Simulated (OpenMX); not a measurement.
BaTiO3, 5 atoms in the cell. The typed cell holds 5 atoms: a = 3.709 Å, b = 4.185 Å, c = 3.896 Å, α = 89.29°, β = 84.41°, γ = 90.46°.  The cell isn't the ideal one: all atoms moved at random, sigma 0.4 Å a component, cell strained at random, sigma 0.06.

* Program: OpenMX 3.8.5
* Task: band structure
* Functional: LDA
* Potentials or basis: OpenMX 2013 LDA set, Ba10.0-s3p2d2, Ti7.0-s3p2d2, O6.0-s2p2d1, grid cutoff 400 Ry
* k mesh: 7 × 7 × 7
* Occupations: fermi-dirac, width 0.05 eV
* Spin: no spin polarisation
* Mixing scheme: rmm-diisk
* SCF threshold: 1e-08 Ha
* Solver: band
* Max SCF cycles: 100

Potentials or basis: OpenMX 2013 LDA set, Ba10.0-s3p2d2, Ti7.0-s3p2d2, O6.0-s2p2d1, grid cutoff 400 Ry.

Launch:

```bash
$ openmx BaTiO3.dat -nt 1 > BaTiO3.std
```

Hardware: 1 thread of Arm Neoverse V2 (shared host).

Problem. Estimate the wall time of this run.

Solution. Wall time 6.2 min on 1 thread of Arm Neoverse V2 (shared host), peak memory 2 GiB. Counts: k points 172, basis 77, scf iterations 23.
